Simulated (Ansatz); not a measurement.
# Dielectric response of In2O3 (0001) films, part 2 of 5

How well do thin corundum In2O3 (0001) films screen a perpendicular field?

Ansatz 0.2.0; plane-wave DFT, PBE, Ansatz PAW (the session's first sound run).

So far. Step 2 (Relaxing the slab, 15 atoms, units 3): The gap is 1.45 eV, with the valence edge 6.25 eV and the conduction edge 4.80 eV under the upper vacuum level.

## 3. Single point, 15 atoms, units 3, field 0.1 V/Å

A sawtooth potential applies the field, turning back in the middle of the vacuum. With the dipole correction the typed value is the field outside the slab. The induced dipole is small, so the SCF threshold is tight.

input.yaml

```yaml
crystal:
  lattice:
    - [5.4900000019, 0.0, 0.0]
    - [-2.7450000009, 4.7544794684, 0.0]
    - [0.0, 0.0, 24.5681933333]
  atoms:
    - { symbol: In, position: [0.6666666667, 0.3333333333, 0.3935293608] }
    - { symbol: O, position: [0.2936240142, -0.0211973914, 0.3969096805] }
    - { symbol: O, position: [0.0211973914, 0.3148214055, 0.3969096805] }
    - { symbol: O, position: [0.6851785945, 0.7063759858, 0.3969096805] }
    - { symbol: In, position: [0.3333333333, 0.6666666667, 0.4385788526] }
    - { symbol: In, position: [0.0, 0.0, 0.4540208927] }
    - { symbol: O, position: [0.0204909973, 0.6666667838, 0.5000000367] }
    - { symbol: O, position: [0.3333332162, 0.3538242135, 0.5000000367] }
    - { symbol: O, position: [0.6461757865, 0.9795090027, 0.5000000367] }
    - { symbol: In, position: [0.6666666667, 0.3333333333, 0.5459790601] }
    - { symbol: In, position: [0.3333333333, 0.6666666667, 0.5614211309] }
    - { symbol: O, position: [0.9814880451, 0.3545307579, 0.6030903459] }
    - { symbol: O, position: [0.6454692421, 0.6269572872, 0.6030903459] }
    - { symbol: O, position: [0.3730427128, 0.0185119549, 0.6030903459] }
    - { symbol: In, position: [0.0, 0.0, 0.6064705135] }
kpoints:
  mp_grid: { grid: [6, 6, 1] }
hamiltonian:
  xc: pbe
scf:
  occupations: { method: fermi_dirac, width: 0.03 }
  convergence: { dr2_threshold: 1.0e-10 }
efield:
  axis: 3
  dipole_correction: true
  ramp_position: 0.937
  ramp_width: 0.126
  amplitude: 0.1
output:
  write_potential: true
  write_density: true
  volumetric_format: npy
```

Started as:

```sh
ansatz run input.yaml --threads 4 --pin off --max-ram 8192MiB --backend cpu --events-out ev --progress --plain --runs-dir out
```

Numbers of over 12 decimals in the logs are rounded to 6 here.

Log:

```text
[...]
Crystal: 15 atoms, lattice volume = 641.281 Å³
Basis set: ecut = 420 eV, 12497 PW (Γ)
Bands: 81, of which v1, the nominal top of the filled ones, is band 66 counted from 1 (65 counted from 0)
Symmetry: 3 space group operations
k-points: 8 of 36 (time reversal used)
[...]
SCF iter   1: F=—  HF=-38707.913213 eV  |F-HF|=—  |Δ(HF+E_count)|=         —  Δρ=9.01e-2  dr2=5.94e1  ethr=3.10e-3  p=0.111 e·Å  D=3.12e-2 V/Å  ΔV_dip=-0.77 eV  dr2_dipole=1.36e-3  V_vac-E_F(+/−)=9.92/8.61 eV  ⟨swp⟩=7.0  Hψ=2654  notcnv=0  defer=27
[...]
SCF iter  15: F=-38691.105004 eV  HF=-38691.105004 eV  |F-HF|=5.09e-11  |Δ(HF+E_count)|=  8.73e-11  Δρ=4.20e-8  dr2=5.49e-12  ethr=1.00e-12  p=0.088 e·Å  D=2.48e-2 V/Å  ΔV_dip=-0.61 eV  dr2_dipole=3.86e-16  V_vac-E_F(+/−)=6.21/4.74 eV  ⟨swp⟩=2.8  Hψ=1215  notcnv=0
SCF 1 converged in 15 iterations: F = -38691.105004 eV  dr2 = 5.49e-12
[...]
SCF converged after 15 iterations
Free energy (F): -38691.105004 eV
[...]
Internal energy: -38691.105004 eV  (E = F + TS)
E sigma→0 (E₀):  -38691.105004 eV
Fermi energy:    -0.991325 eV
Dipole field:    D = 0.024776 V/Å  (p = 0.087805 e·Å, saw-weighted, corrected)
Work function:   not extracted (applied field tilts the vacuum); planar V_es + V_field profile in the machine report
[...]
--- Band table (eV; the first three rows and the last of 8) ---
  k-point 0: bands = [... 62 lower, -1.8673, -1.8673, -1.7266, -1.7266, -0.2851, 0.9521, 2.5803, 3.6868, ... 11 higher]
  k-point 1: bands = [... 62 lower, -2.0804, -2.0086, -1.8920, -1.8040, 0.2925, 1.2929, 2.7604, 3.7729, ... 11 higher]
  k-point 2: bands = [... 62 lower, -2.2129, -2.1342, -2.0206, -1.9564, 1.3298, 1.8778, 2.9809, 3.7196, ... 11 higher]
  k-point 7: bands = [... 62 lower, -2.1905, -2.0997, -1.9913, -1.9557, 2.1029, 2.2422, 3.3024, 3.3066, ... 11 higher]
```

It took 23 s on 4 threads of Intel Xeon at 2.70GHz, shared host; peak memory 1.4 GiB.

Reading the cycles: dr2 is the Hartree energy of the density residual (eV), the measure of convergence; HF is the Harris–Foulkes estimate of the energy, which meets the free energy F at convergence.

Numbers from this step:

```
gap on the k-mesh       : 1.442 eV
dipole along the normal : 0.08780 e·Å
```

The dipole is 0.0878 e·Å, and the gap on the mesh 1.442 eV.

## 4. Atoms held, 15 atoms, units 3, field -0.1 V/Å

input.yaml: that of step 3 with these lines changed.

```diff
@@ -33,3 +33,3 @@
   ramp_width: 0.126
-  amplitude: 0.1
+  amplitude: -0.1
 output:
```

Log:

```text
[...]
Crystal: 15 atoms, lattice volume = 641.281 Å³
Basis set: ecut = 420 eV, 12497 PW (Γ)
Bands: 81, of which v1, the nominal top of the filled ones, is band 66 counted from 1 (65 counted from 0)
Symmetry: 3 space group operations
k-points: 8 of 36 (time reversal used)
[...]
k-point 0: bands = [... 62 lower, -1.8673, -1.8673, -1.7266, -1.7266, -0.2851, 0.9521, 2.5803, 3.6869, ... 11 higher]
  k-point 1: bands = [... 62 lower, -2.0804, -2.0086, -1.8920, -1.8041, 0.2925, 1.2929, 2.7604, 3.7730, ... 11 higher]
  k-point 2: bands = [... 62 lower, -2.2129, -2.1342, -2.0206, -1.9564, 1.3298, 1.8778, 2.9809, 3.7196, ... 11 higher]
  k-point 7: bands = [... 62 lower, -2.1905, -2.0997, -1.9913, -1.9558, 2.1029, 2.2422, 3.3024, 3.3066, ... 11 higher]
[key lines of the parts left out:]
SCF converged after 15 iterations
Free energy (F): -38691.105005 eV
Fermi energy:    -0.991327 eV
Dipole field:    D = -0.024779 V/Å  (p = -0.087814 e·Å, saw-weighted, corrected)
```

Wall time 28 s (4 threads); peak memory 1.4 GiB; 98 s of CPU time.

The dipole is -0.0878 e·Å, and the gap on the mesh 1.442 eV.

## 5. Response with the atoms held, 15 atoms, units 3

This step: plane-wave DFT, PBE, Ansatz PAW; response to a field along the normal, atoms held (Ansatz 0.2.0).

The two fields give this film's response with the atoms held: the electronic part.

This step gave:

```
equivalent conductor thickness p/(ε₀AE) : 6.087 Å
distance between the outer atoms        : 5.232 Å
thickness                               : 7.255 Å
```

Local field over the applied field, running mean. From the potentials at -0.1 and 0.1 V/Å; running mean over 2.418 Å, taken twice. The local field over applied field by z:

| z (Å) | local field over applied field |
| --- | --- |
| 5.0 | 0.999 |
| 5.5 | 0.997 |
| 6.0 | 0.990 |
| 6.5 | 0.972 |
| 7.0 | 0.930 |
| 7.5 | 0.856 |
| 8.0 | 0.749 |
| 8.5 | 0.617 |
| 9.0 | 0.477 |
| 9.5 | 0.356 |
| 10.0 | 0.266 |
| 10.5 | 0.212 |
| 11.0 | 0.187 |
| 11.5 | 0.181 |
| 12.0 | 0.180 |
| 12.5 | 0.180 |
| 13.0 | 0.180 |
| 13.5 | 0.186 |
| 14.0 | 0.207 |
| 14.5 | 0.257 |
| 15.0 | 0.342 |
| 15.5 | 0.459 |
| 16.0 | 0.597 |
| 16.5 | 0.732 |
| 17.0 | 0.843 |
| 17.5 | 0.922 |
| 18.0 | 0.968 |
| 18.5 | 0.988 |
| 19.0 | 0.996 |
| 19.5 | 0.999 |

Electrons, planar mean, per unit field. Induced electron density against z:

| z (Å) | induced electron density (e/Å³ per V/Å) |
| --- | --- |
| 4.78 | 7.0e-7 |
| 5.19 | 2.0e-6 |
| 5.60 | 5.6e-6 |
| 6.01 | 1.5e-5 |
| 6.42 | 4.2e-5 |
| 6.82 | 1.1e-4 |
| 7.23 | 2.7e-4 |
| 7.64 | 6.4e-4 |
| 8.05 | 0.00141 |
| 8.46 | 0.00274 |
| 8.87 | 0.00382 |
| 9.28 | 0.00223 |
| 9.69 | 1.1e-4 |
| 10.10 | 5.0e-4 |
| 10.51 | -0.00128 |
| 10.92 | -5.1e-4 |
| 11.33 | 7.0e-4 |
| 11.74 | 9.3e-4 |
| 12.15 | -5.9e-4 |
| 12.42 | 5.9e-4 |
| 12.83 | -9.3e-4 |
| 13.24 | -7.0e-4 |
| 13.65 | 5.1e-4 |
| 14.06 | 0.00128 |
| 14.47 | -5.0e-4 |
| 14.88 | -1.1e-4 |
| 15.29 | -0.00223 |
| 15.70 | -0.00382 |
| 16.11 | -0.00274 |
| 16.52 | -0.00141 |
| 16.92 | -6.4e-4 |
| 17.33 | -2.7e-4 |
| 17.74 | -1.1e-4 |
| 18.15 | -4.2e-5 |
| 18.56 | -1.5e-5 |
| 18.97 | -5.6e-6 |
| 19.38 | -2.0e-6 |
| 19.79 | -7.0e-7 |

By hand: between -0.1 and 0.1 V/Å the dipole changes by 0.1756 e·Å, a slope of 0.8781 e·Å²/V. A perfect conductor of thickness t has p = ε₀AEt, so t = 180.95 × 0.8781 / 26.102 = 6.09 Å (e/ε₀ = 180.95 V·Å, A in Å²).

The induced dipole is that of a conductor 6.09 Å thick.

## 6. Field on, atoms free, 15 atoms, field 0.05 V/Å

This step: plane-wave DFT, PBE, Ansatz PAW (Ansatz 0.2.0).

Now the atoms may follow the field. A weak field makes forces of meV/Å to tens of meV/Å, so the force tolerance is set well below the usual one.

input.yaml: that of step 4 with these lines changed.

```diff
@@ -31,5 +31,8 @@
   dipole_correction: true
-  ramp_position: 0.937
-  ramp_width: 0.126
-  amplitude: -0.1
+  ramp_position: 0.97
+  ramp_width: 0.06
+  amplitude: 0.05
+relax:
+  f_tol: 0.0006
+  max_steps: 70
 output:
```

Log:

```text
[...]
Crystal: 15 atoms, lattice volume = 641.281 Å³
Basis set: ecut = 420 eV, 12497 PW (Γ), exchange–correlation on 80×80×360 points (8 copies of the dense FFT grid, shifted against one another)
Bands: 81, of which v1, the nominal top of the filled ones, is band 66 counted from 1 (65 counted from 0)
Symmetry: 3 space group operations
k-points: 8 of 36 (time reversal used)
[...]
SCF iter   1: F=—  HF=-38707.909432 eV  |F-HF|=—  |Δ(HF+E_count)|=         —  Δρ=9.01e-2  dr2=5.94e1  ethr=3.10e-3  p=0.055 e·Å  D=1.56e-2 V/Å  ΔV_dip=-0.38 eV  dr2_dipole=3.41e-4  V_vac-E_F(+/−)=9.65/8.91 eV  ⟨swp⟩=7.0  Hψ=2696  notcnv=0  defer=21
[...]
SCF iter  15: F=-38691.101557 eV  HF=-38691.101557 eV  |F-HF|=5.09e-11  |Δ(HF+E_count)|=  5.09e-11  Δρ=3.35e-8  dr2=4.12e-12  ethr=1.00e-12  p=0.044 e·Å  D=1.24e-2 V/Å  ΔV_dip=-0.30 eV  dr2_dipole=4.05e-15  V_vac-E_F(+/−)=5.90/5.09 eV  ⟨swp⟩=6.8  Hψ=3030  notcnv=0
SCF 1 converged in 15 iterations: F = -38691.101557 eV  dr2 = 4.12e-12
[...]
relax step   1: F+E_penalty+E_count = -38691.10155672 eV  Δ(F+E_penalty+E_count) = +0.000e0 eV  max|allowed force component| = 3.218e-2 eV/Å  Δτ_max = 0.0000 Å  (15 SCF iters, accepted)
[...]
SCF iter   9: F=-38691.101927 eV  HF=-38691.101927 eV  |F-HF|=1.46e-11  |Δ(HF+E_count)|=  2.04e-10  Δρ=6.66e-8  dr2=2.71e-11  ethr=1.00e-12  p=0.057 e·Å  D=1.60e-2 V/Å  ΔV_dip=-0.39 eV  dr2_dipole=3.17e-15  V_vac-E_F(+/−)=5.86/5.13 eV  ⟨swp⟩=6.0  Hψ=3620  notcnv=0
SCF 2 converged in 9 iterations: F = -38691.101927 eV  dr2 = 2.71e-11
relax step   2: F+E_penalty+E_count = -38691.10192664 eV  Δ(F+E_penalty+E_count) = -3.699e-4 eV  max|allowed force component| = 9.764e-3 eV/Å  Δτ_max = 0.0068 Å  (9 SCF iters, accepted)
SCF iter   1: F=—  HF=-38691.101807 eV  |F-HF|=—  |Δ(HF+E_count)|=         —  Δρ=1.29e-4  dr2=6.93e-5  ethr=1.43e-6  p=0.057 e·Å  D=1.60e-2 V/Å  ΔV_dip=-0.39 eV  dr2_dipole=1.10e-5  V_vac-E_F(+/−)=5.86/5.13 eV  ⟨swp⟩=2.0  Hψ=1402  notcnv=0  defer=62
[...]
SCF iter   9: F=-38691.101986 eV  HF=-38691.101986 eV  |F-HF|=8.73e-11  |Δ(HF+E_count)|=  1.46e-11  Δρ=3.96e-8  dr2=9.18e-12  ethr=1.00e-12  p=0.060 e·Å  D=1.70e-2 V/Å  ΔV_dip=-0.42 eV  dr2_dipole=5.29e-14  V_vac-E_F(+/−)=5.85/5.14 eV  ⟨swp⟩=6.0  Hψ=3005  notcnv=0
SCF 3 converged in 9 iterations: F = -38691.101986 eV  dr2 = 9.18e-12
relax step   3: F+E_penalty+E_count = -38691.10198598 eV  Δ(F+E_penalty+E_count) = -5.933e-5 eV  max|allowed force component| = 1.170e-2 eV/Å  Δτ_max = 0.0031 Å  (9 SCF iters, accepted)
[...]
relax step   4: F+E_penalty+E_count = -38691.10201688 eV  Δ(F+E_penalty+E_count) = -3.090e-5 eV  max|allowed force component| = 8.853e-3 eV/Å  Δτ_max = 0.0029 Å  (8 SCF iters, accepted)
[...]
relax step   5: F+E_penalty+E_count = -38691.10202165 eV  Δ(F+E_penalty+E_count) = -4.775e-6 eV  max|allowed force component| = 3.775e-3 eV/Å  Δτ_max = 0.0007 Å  (8 SCF iters, accepted)
[...]
relax step   6: F+E_penalty+E_count = -38691.10200863 eV  Δ(F+E_penalty+E_count) = +1.303e-5 eV  max|allowed force component| = 9.744e-3 eV/Å  Δτ_max = 0.0017 Å  (8 SCF iters, rejected (line search))
[...]
relax step   7: F+E_penalty+E_count = -38691.10202333 eV  Δ(F+E_penalty+E_count) = -1.677e-6 eV  max|allowed force component| = 1.186e-3 eV/Å  Δτ_max = 0.0009 Å  (8 SCF iters, accepted)
[...]
relax step   8: F+E_penalty+E_count = -38691.10202401 eV  Δ(F+E_penalty+E_count) = -6.796e-7 eV  max|allowed force component| = 6.004e-4 eV/Å  Δτ_max = 0.0006 Å  (6 SCF iters, accepted)
SCF iter   1: F=—  HF=-38691.101988 eV  |F-HF|=—  |Δ(HF+E_count)|=         —  Δρ=3.89e-6  dr2=1.67e-7  ethr=5.75e-10  p=0.063 e·Å  D=1.77e-2 V/Å  ΔV_dip=-0.43 eV  dr2_dipole=2.40e-8  V_vac-E_F(+/−)=5.84/5.15 eV  ⟨swp⟩=3.0  Hψ=1790  notcnv=0  defer=61
[...]
SCF iter   6: F=-38691.102024 eV  HF=-38691.102024 eV  |F-HF|=4.37e-11  |Δ(HF+E_count)|=    0.00e0  Δρ=5.52e-8  dr2=1.87e-11  ethr=1.00e-12  p=0.063 e·Å  D=1.77e-2 V/Å  ΔV_dip=-0.43 eV  dr2_dipole=2.35e-13  V_vac-E_F(+/−)=5.84/5.15 eV  ⟨swp⟩=7.0  Hψ=3282  notcnv=0
SCF 9 converged in 6 iterations: F = -38691.102024 eV  dr2 = 1.87e-11
relax step   9: F+E_penalty+E_count = -38691.10202404 eV  Δ(F+E_penalty+E_count) = -3.379e-8 eV  max|allowed force component| = 2.692e-4 eV/Å  Δτ_max = 0.0001 Å  (6 SCF iters, accepted)
NSCF: frozen V_eff on 8 k-points
the band table was solved once a step of the walk had ended and its energy, with any forces and stress, was formed, with the checks that follow a solve (3904 applications of the Hamiltonian). They found nothing against the state; the energy, forces and stress were not computed again (output.eigenvalues in the input reference)
[...]
SCF converged after 6 iterations
Free energy (F): -38691.102024 eV
[...]
Internal energy: -38691.102024 eV  (E = F + TS)
E sigma→0 (E₀):  -38691.102024 eV
Fermi energy:    -0.994099 eV
Dipole field:    D = 0.017653 V/Å  (p = 0.062562 e·Å, saw-weighted, corrected)
Work function:   not extracted (applied field tilts the vacuum); planar V_es + V_field profile in the machine report
[...]
--- Forces (eV/Å), atoms counted from 1 ---
  atom   1  In     0.00000000     0.00000000     0.00001690
  atom   2  O      0.00004861    -0.00007303     0.00008197
  atom   3  O      0.00003894     0.00007862     0.00008197
  atom   4  O     -0.00008755    -0.00000558     0.00008197
  atom   5  In     0.00000000    -0.00000000     0.00021169
  atom   6  In    -0.00000000     0.00000000     0.00019928
  atom   7  O     -0.00005575     0.00007340    -0.00015510
  atom   8  O     -0.00003569    -0.00008498    -0.00015510
  atom   9  O      0.00009144     0.00001158    -0.00015510
  atom  10  In     0.00000000    -0.00000000    -0.00010476
  atom  11  In    -0.00000000     0.00000000    -0.00026913
  atom  12  O     -0.00010203    -0.00007346     0.00007229
  atom  13  O      0.00011463    -0.00005163     0.00007229
  atom  14  O     -0.00001260     0.00012509     0.00007229
  atom  15  In     0.00000000     0.00000000    -0.00005081
  max |Σ_I F_I| component: 6.64e-7 eV/Å
--- Band table (eV; the first three rows and the last of 8) ---
  k-point 0: bands = [... 62 lower, -1.8599, -1.8599, -1.7346, -1.7346, -0.2828, 0.9522, 2.5830, 3.7826, ... 11 higher]
  k-point 1: bands = [... 62 lower, -2.0776, -2.0130, -1.8837, -1.8141, 0.2954, 1.2927, 2.7634, 3.8217, ... 11 higher]
  k-point 2: bands = [... 62 lower, -2.2135, -2.1359, -2.0182, -1.9614, 1.3357, 1.8751, 2.9826, 3.7276, ... 11 higher]
  k-point 7: bands = [... 62 lower, -2.1957, -2.0997, -1.9756, -1.9709, 2.1448, 2.2017, 3.3081, 3.3148, ... 11 higher]
--- Relaxed structure (9 steps of the walk, 8 accepted, 0 SCFs on fresh bases) ---
  F+E_penalty+E_count = -38691.10202404 eV   max|allowed force component| = 2.692e-4 eV/Å
  atoms:
    - { symbol: In, position: [0.666667, 0.333333, 0.394043] }
    - { symbol: O, position: [0.293410, -0.021170, 0.396848] }
    - { symbol: O, position: [0.021170, 0.314580, 0.396848] }
    - { symbol: O, position: [0.685420, 0.706590, 0.396848] }
    - { symbol: In, position: [0.333333, 0.666667, 0.438429] }
    - { symbol: In, position: [-1.8091344299546604e-17, -1.8030056362153883e-17, 0.454053] }
    - { symbol: O, position: [0.020134, 0.666012, 0.499851] }
    - { symbol: O, position: [0.333988, 0.354122, 0.499851] }
    - { symbol: O, position: [0.645878, 0.979866, 0.499851] }
    - { symbol: In, position: [0.666667, 0.333333, 0.546030] }
    - { symbol: In, position: [0.333333, 0.666667, 0.561264] }
    - { symbol: O, position: [0.981747, 0.354552, 0.603029] }
    - { symbol: O, position: [0.645448, 0.627195, 0.603029] }
    - { symbol: O, position: [0.372805, 0.018253, 0.603029] }
[...]
```

Run time: 2 min. Hardware: 4 threads; peak memory 1.4 GiB; 7.2 min of CPU time.

The steps of the relaxation:

| step | energy less that of the first step (eV) | largest force component (eV/Å) |
| --- | --- | --- |
| 1 | 0.0000 | 0.0322 |
| 2 | -0.0004 | 0.0098 |
| 3 | -0.0004 | 0.0117 |
| 4 | -0.0005 | 0.0089 |
| 5 | -0.0005 | 0.0038 |
| 6 | -0.0005 | 0.0097 |
| 7 | -0.0005 | 0.0012 |
| 8 | -0.0005 | 0.0006 |
| 9 | -0.0005 | 0.0003 |

Relaxation step 6 was tried and not accepted.

The run keeps the 3 symmetry operations that it works with, so distortions that break them were not tested.

The atoms that moved most (Å):

| atom | dx | dy | dz | length |
| --- | --- | --- | --- | --- |
| In15 | 0.000 | 0.000 | 0.013 | 0.013 |
| In1 | 0.000 | 0.000 | 0.013 | 0.013 |

Final coordinates:

```xyz
15
Lattice="5.4900 0.0000 0.0000 -2.7450 4.7545 0.0000 0.0000 0.0000 24.5682" Properties=species:S:1:pos:R:3
In    2.7450    1.5848    9.6809
O     1.6689   -0.1007    9.7498
O    -0.7473    1.4957    9.7498
O     1.8234    3.3595    9.7498
In    0.0000    3.1697   10.7714
In    0.0000    0.0000   11.1553
O    -1.7177    3.1665   12.2804
O     0.8615    1.6837   12.2804
O     0.8561    4.6588   12.2804
In    2.7450    1.5848   13.4150
In    0.0000    3.1697   13.7892
O     4.4165    1.6857   14.8153
O     1.8219    2.9820   14.8153
O     1.9966    0.0868   14.8153
In    0.0000    0.0000   14.9128
```

Numbers from this step:

```yaml
gap_on_the_k_mesh: 1.452 eV
dipole_along_the_normal: 0.06256 e·Å
```

The relaxation took 9 steps and lowered the energy by 4.7e-4 eV; the largest force on the free atoms ends at 2.7e-4 eV/Å.

The dipole is 0.0626 e·Å, and the gap on the mesh 1.452 eV.

## 7. Relaxing in the field, 15 atoms, field -0.05 V/Å

The opposite sign, again from the field-free geometry; the difference of the two cancels what relaxes without a field.

input.yaml: that of step 6 with these lines changed.

```diff
@@ -33,3 +33,3 @@
   ramp_width: 0.06
-  amplitude: 0.05
+  amplitude: -0.05
 relax:
```

Log:

```text
[...]
Crystal: 15 atoms, lattice volume = 641.281 Å³
Basis set: ecut = 420 eV, 12497 PW (Γ), exchange–correlation on 80×80×360 points (8 copies of the dense FFT grid, shifted against one another)
Bands: 81, of which v1, the nominal top of the filled ones, is band 66 counted from 1 (65 counted from 0)
Symmetry: 3 space group operations
k-points: 8 of 36 (time reversal used)
[...]
- { symbol: O, position: [0.332679, 0.353467, 0.500149] }
    - { symbol: O, position: [0.646533, 0.979211, 0.500149] }
    - { symbol: In, position: [0.666667, 0.333333, 0.545947] }
    - { symbol: In, position: [0.333333, 0.666667, 0.561571] }
    - { symbol: O, position: [0.981247, 0.354504, 0.603152] }
    - { symbol: O, position: [0.645496, 0.626743, 0.603152] }
    - { symbol: O, position: [0.373257, 0.018753, 0.603152] }
[...]
[key lines of the parts left out:]
SCF converged after 6 iterations
Free energy (F): -38691.102024 eV
Fermi energy:    -0.994100 eV
Dipole field:    D = -0.017653 V/Å  (p = -0.062561 e·Å, saw-weighted, corrected)
```

The job ended after 2 min (4 threads; peak memory 1.4 GiB).

Step by step:

| step | energy less that of the first step (eV) | largest force component (eV/Å) |
| --- | --- | --- |
| 1 | 0.0000 | 0.0321 |
| 2 | -0.0004 | 0.0098 |
| 3 | -0.0004 | 0.0117 |
| 4 | -0.0005 | 0.0089 |
| 5 | -0.0005 | 0.0038 |
| 6 | -0.0005 | 0.0098 |
| 7 | -0.0005 | 0.0012 |
| 8 | -0.0005 | 0.0006 |
| 9 | -0.0005 | 0.0003 |

Relaxation step 6 was tried and not accepted.

Forces are held to the 3 operations that the run works with; a distortion that breaks them can't arise in this run.

The atoms that moved most (Å):

| atom | dx | dy | dz | length |
| --- | --- | --- | --- | --- |
| In1 | 0.000 | 0.000 | -0.013 | 0.013 |
| In15 | 0.000 | 0.000 | -0.013 | 0.013 |

The relaxation took 9 steps and lowered the energy by 4.7e-4 eV; the largest force on the free atoms ends at 2.5e-4 eV/Å.

The dipole is -0.0626 e·Å, and the gap on the mesh 1.452 eV.

(Part 2 of 5 ends here.)

[Logs are printed without paths, hosts, clocks, repeated set-up lines and the standing remarks that a program may print on its own settings, such as how far it seeks lower states.]

[Hosts, paths, dates, database ids (printed as entryN), source tags and the programs' standing remarks are cut or masked in the printed files.]

[Maps of the electrostatic potential energy from Ansatz leave out the sawtooth potential of an applied field or a dipole correction, so their vacuum need not be flat; planar profiles and work functions include it.]
